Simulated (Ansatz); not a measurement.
The system is TiTe.

```xyz
2
Lattice="0.0000 3.3106 3.3106 3.3106 0.0000 3.3106 3.3106 3.3106 0.0000" Properties=species:S:1:pos:R:3 pbc="T T T"
Ti    0.0000    0.0000    0.0000
Te    1.6553    1.6553    1.6553
```

The cell comes from a database or a generator and needn't be the stable form of this composition.

Base run:

| Item | Value |
| --- | --- |
| Program | Ansatz 0.2.0 |
| Functional | r2SCAN |
| Potentials or basis | Ansatz PAW |
| Cutoff | 500 eV |
| Density cutoff | 2000 eV |
| k mesh | 7 × 7 × 7 |
| Occupations | fermi-dirac, width 0.05 eV |
| Spin | no spin polarisation |
| Hubbard terms | Ti d U = 6 eV |

Its results: band gap on the k mesh none (metal or under the smearing width); pressure -4.0 GPa.

Q: The run is repeated on the same cell with these changes: hubbard terms from Ti d U = 6 eV to Ti d U = 1 eV. What comes out?

A: Band gap on the k mesh none (metal or under the smearing width); pressure -6.7 GPa.

Caveats: U without spin polarisation on a metal has little footing; the PAW data sets come from PBE, with cores solved anew for the run's functional, which leaves a small shift of forces and pressure; the U is typed as a test and isn't derived for this compound; the density of states is complete only up to the lowest level of the last band computed.

Not every run made on this cell is shown here.
